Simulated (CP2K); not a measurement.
The system is ZnSe (Stilleite).

```
Se Zn
1.0
     4.00760    0.00000    0.00000
     2.00380    3.47068    0.00000
     2.00380    1.15689    3.27219
Se Zn
1 1
Direct
  0.75000 0.75000 0.75000
  0.00000 0.00000 0.00000
```

Base run:

```yaml
Program: CP2K 2026.2
Functional: PBE
Potentials_or_basis: GTH_POTENTIALS Se GTH-PBE-q6, Zn GTH-PBE-q12; DZVP-MOLOPT-SR-GTH basis
Density_cutoff: 6123 eV
k_mesh: 8 × 8 × 8
Occupations: fermi-dirac, width 0.05 eV
Spin: no spin polarisation
```

Its results: band gap on the k mesh 1.30 eV, direct; pressure 2.8 GPa.

**Question.** The run is repeated on the same cell with these changes: potentials or basis from GTH_POTENTIALS Se GTH-PBE-q6, Zn GTH-PBE-q12; DZVP-MOLOPT-SR-GTH basis to POTENTIAL_UZH Se GTH-PBE0-q6, Zn GTH-PBE0-q12; DZVP-MOLOPT-SR-GTH basis; potentials from Se GTH-PBE-q6 of GTH_POTENTIALS, Zn GTH-PBE-q12 of GTH_POTENTIALS to Se GTH-PBE0-q6 of POTENTIAL_UZH, Zn GTH-PBE0-q12 of POTENTIAL_UZH. What comes out?

**Answer.** Band gap on the k mesh 1.53 eV, direct; pressure 3.8 GPa.

Caveats: the basis of atomic orbitals isn't converged, which shifts pressures, moduli and gaps.

